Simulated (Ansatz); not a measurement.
The system is W.

```xyz
1
Lattice="-1.5823 1.5823 1.5823 1.5823 -1.5823 1.5823 1.5823 1.5823 -1.5823" Properties=species:S:1:pos:R:3 pbc="T T T"
W     0.0000    0.0000    0.0000
```

Base run:

| Item | Value |
| --- | --- |
| Program | Ansatz 0.2.0 |
| Functional | LDA |
| Potentials or basis | Ansatz PAW |
| Cutoff | 420 eV (not typed: the program's choice for these potentials) |
| k mesh | 9 × 9 × 9 |
| Occupations | fermi-dirac, width 0.05 eV |
| Spin | spin-orbit coupling, no magnetisation |

Its results: band gap on the k mesh none (metal or under the smearing width); pressure -8.8 GPa.

Problem. The run is repeated on the same cell with these changes: functional from LDA to r2SCAN; cutoff from 420 eV (not typed: the program's choice for these potentials) to 500 eV (not typed: the program's choice for these potentials). What comes out?

Solution. Band gap on the k mesh none (metal or under the smearing width); pressure 1.8 GPa.

Caveats: the PAW data sets come from PBE, with cores solved anew for the run's functional, which leaves a small shift of forces and pressure.
